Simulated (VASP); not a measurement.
WS2:

```
CELL_PARAMETERS angstrom
4.50234 0.00000 0.00000
0.14475 4.50001 0.00000
-2.32355 -2.25001 3.13204
ATOMIC_POSITIONS crystal
W 0.00000 0.00000 0.00000
S 0.75000 0.25000 0.50000
S 0.50000 0.50000 0.00000
```

The cell was built by a generator and needn't be a form met in nature.

The cell isn't the ideal one: volume scaled by 1.04.

* Program: VASP 6.6.1
* Task: relaxation of cell and atoms
* Functional: revPBE
* Dispersion: D3
* Potentials or basis: VASP PAW PBE potentials, release 54 (W, S)
* Cutoff: 580 eV
* k mesh: 9 × 9 × 9
* Occupations: gaussian, width 0.05 eV
* Spin: no spin polarisation

At the start: pressure -22.2 GPa; volume 21.15 Å³/atom.

Task: How do energy, volume and symmetry change on relaxing?

Result: Over 6 steps the energy falls by 437.4 meV/atom and the volume is 15.59 Å³/atom (-26.3 %); space group I-4m2 (No. 119, to 0.05 Å).

The path:
```csv
step,energy change (eV),largest force (eV/Å),pressure (GPa),volume (Å³)
1,0.0000,0.0000,-22.22,63.46
2,-0.3538,0.0000,-21.19,60.85
3,-1.2231,0.0000,-8.32,50.00
4,-1.2966,0.0000,4.10,45.54
5,-1.3120,0.0000,-0.36,46.88
6,-1.3121,0.0000,-0.01,46.76
```

Final structure:
```
CELL_PARAMETERS angstrom
4.07089 0.01125 0.00000
0.14213 4.06842 0.00000
-2.10651 -2.03984 2.82382
ATOMIC_POSITIONS crystal
W 0.00000 0.00000 0.00000
S 0.75000 0.25000 0.50000
S 0.50000 0.50000 0.00000
```

Caveat: the PAW data sets were made with another functional, which shifts forces and pressure a little; pairwise dispersion overbinds metals, which lowers pressure and volume.
